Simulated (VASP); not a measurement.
Here is a VASP 6.6.1 calculation.

Contents of INCAR:

```
  PREC = Accurate
  ENCUT = 600
  EDIFF = 1E-7
  ISMEAR = 1
  SIGMA = 0.1
  LREAL = False
  LASPH = True
  NELM = 80
  ALGO = Normal
  ISIF = 4
  LWAVE = False
  LCHARG = False
  GGA = PE
  IVDW = 12
  IBRION = 2
  NSW = 40
  EDIFFG = -0.01
```

File KPOINTS:

```
Automatic mesh
0
Gamma
  15 15 7
```

The input POSCAR:

```
Hf                                      
1.0
    3.1023782918      0.0000000000      0.0000000000
   -1.5511891459      2.6867384128      0.0000000000
    0.0000000000      0.0000000000      4.9056701608
  Hf            
     2
Direct
     0.3333333332999970    0.6666666667000030    0.2500000000000000
     0.6666666667000030    0.3333333332999970    0.7500000000000000
```

Potentials or basis: VASP PAW PBE potentials, release 64 (Hf_pv).

Command:

```sh
$ cat potpaw_PBE.64/Hf_pv/POTCAR > POTCAR
$ mpirun -np 1 vasp_std > vasp.out
```

(1) What does it give for the band gap on the k mesh?

(2) Estimate the energy gained by relaxing.

(3) Estimate the dispersion energy per atom.

Results:

(1) none (metal or under the smearing width).

(2) 0.1 meV/atom.

(3) -0.494 eV.
